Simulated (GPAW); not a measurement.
# TiTe2: relaxation of cell and atoms with M06-L

The system is TiTe2.

```
CELL_PARAMETERS angstrom
3.77700 0.00000 0.00000
-1.88850 3.27098 0.00000
0.00000 0.00000 6.49800
ATOMIC_POSITIONS crystal
Te 0.33333 0.66667 0.73720
Te 0.66667 0.33333 0.26280
Ti 0.00000 0.00000 0.00000
```

- Program: GPAW 26.7.0
- Task: relaxation of cell and atoms
- Functional: M06-L
- Potentials or basis: GPAW PAW data sets (gpaw-data 1.2.1)
- Cutoff: 600 eV
- Basis: pw
- k mesh: 6 × 6 × 3
- Occupations: fermi-dirac, width 0.05 eV
- Spin: no spin polarisation
- Target pressure: -1 GPa
- Maxiter: 150
- Optimizer: BFGS
- Fmax: 0.05 eV/Å
- Max steps: 100
- Target pressure: -1 GPa
- Convergence: density=1e-06 energy=1e-06 eigenstates=1e-10

The relaxed volume is 28.46 Å³/atom. The relaxed cell is a = 3.789 Å, b = 3.789 Å, c = 6.867 Å, α = 90.00°, β = 90.00°, γ = 120.00° and the space group after relaxing (to 0.05 Å) is P-3m1 (No. 164). The energy change on relaxing (the enthalpy is what falls) is -7.0 meV/atom and the ionic steps are 8. The pressure after relaxing is -1.1 GPa. The largest force after relaxing is 0.030 eV/Å and the band gap on the k mesh is none (metal or under the smearing width).

Forces in eV/Å, atoms in the order of the input:
```
Te   0.000  0.000 -0.030
Te   0.000  0.000  0.030
Ti   0.000  0.000  0.000
```

Stress tensor (GPa, compression positive):
```
-1.27  0.00  0.00
 0.00 -1.27  0.00
 0.00  0.00 -0.84
```

Step by step:
```csv
step,energy change (eV),largest force (eV/Å),pressure (GPa),volume (Å³)
1,0.0000,0.0133,0.70,80.28
2,-0.0033,0.0276,0.41,80.60
3,-0.0109,0.2437,-1.19,82.75
4,-0.0121,0.2512,-1.38,83.18
5,-0.0168,0.1836,-1.73,84.81
6,-0.0194,0.0715,-1.53,85.45
7,-0.0204,0.0135,-1.23,85.50
8,-0.0210,0.0301,-1.13,85.38
```

Final structure:
```xyz
3
Lattice="3.7889 0.0000 0.0000 -1.8945 3.2813 0.0000 0.0000 0.0000 6.8674" Properties=species:S:1:pos:R:3 pbc="T T T"
Te    0.0000    2.1875    5.1335
Te    1.8945    1.0938    1.7339
Ti    0.0000    0.0000    0.0000
```

Levels at points of the mesh, in eV from the Fermi level:
```csv
k point,band 10,band 11,band 12,band 13,band 14,band 15
"(0.00, 0.00, 0.00)",0.10,0.44,0.52,0.53,1.10,1.10
"(0.50, 0.50, 0.00)",-2.34,-1.71,-0.92,0.08,1.27,1.57
```

Wall time 31 min on 1 thread of Arm Neoverse V1, with other jobs on the host, peak memory 0.94 GiB.

Caveat: later steps reuse the first step's grids; the PAW data sets were made with another functional, which shifts forces and pressure a little. Zero-point motion and thermal expansion aren't in these numbers.
